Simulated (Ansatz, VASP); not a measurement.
**Ti: VASP beside Ansatz**

INCAR

```
ALGO = Fast ; EDIFF = 1E-6
ENCUT = 520 ; GGA = PS
ISIF = 2 ; ISMEAR = 0
LASPH = True ; LCHARG = False
LREAL = False ; LWAVE = False
NBANDS = 12 ; NELM = 100
PREC = Accurate ; SIGMA = 0.15
```

File KPOINTS:

```
k-points
0
Gamma
  20 20 20
```

File POSCAR:

```
Ti
1.0
   -1.6637718523      1.6637718523      1.4444553775
    1.6637718523     -1.6637718523      1.4444553775
    1.5461289865      1.5461289865     -1.4444553775
Ti
1
Direct
    0.0000000000      0.0000000000      0.0000000000
```

Input for Ansatz:

```yaml
crystal:
  lattice:
    - [-1.6637718523, 1.6637718523, 1.4444553775]
    - [1.6637718523, -1.6637718523, 1.4444553775]
    - [1.5461289865, 1.5461289865, -1.4444553775]
  atoms:
    - { symbol: Ti, position: [0.0, 0.0, 0.0] }
basis:
  ecutwfc: 520.0
kpoints:
  mp_grid: { grid: [20, 20, 20] }
hamiltonian:
  xc: pbesol
  pseudopotentials: { kind: paw, azcp: { folder: soft_1 } }
scf:
  occupations: { method: gaussian, width: 0.15 }
output:
  forces: true
  stress: true
  eigenvalues: true
```

Change from the starting cell: engineering shear strain xy -0.0733, normal strain along z -0.1000.

Alike in both runs: task single point; functional PBEsol; k mesh 20 × 20 × 20; occupations gaussian, width 0.15 eV; no spin polarisation.

|  | VASP | Ansatz |
| --- | --- | --- |
| version | VASP 6.6.1 | Ansatz 0.2.0 |
| potentials or method | VASP PAW PBE potentials, release 64 (Ti_sv) | scalar-relativistic, plane waves, PAW |
| plane-wave cutoff (eV) | 520 | 520 |
| valence electrons in the cell | 12 | 12 |

|  | VASP | Ansatz | Ansatz less VASP |
| --- | --- | --- | --- |
| gap on the k mesh at the Fermi level (eV) | none | none | - |
| pressure (GPa) | 14.0 | 14.4 | +0.40 |
| largest component of the traceless stress (GPa) | 3.21 | 3.19 | -0.020 |

A gap of «none» marks a metal or a gap that the smearing closes. With one functional, cell and mesh, what is left measures potentials, basis and numerics. Ansatz warned: «pseudo_functional_mismatch».

Caveats: the PAW data sets were made with another functional, which shifts forces and pressure a little (VASP).
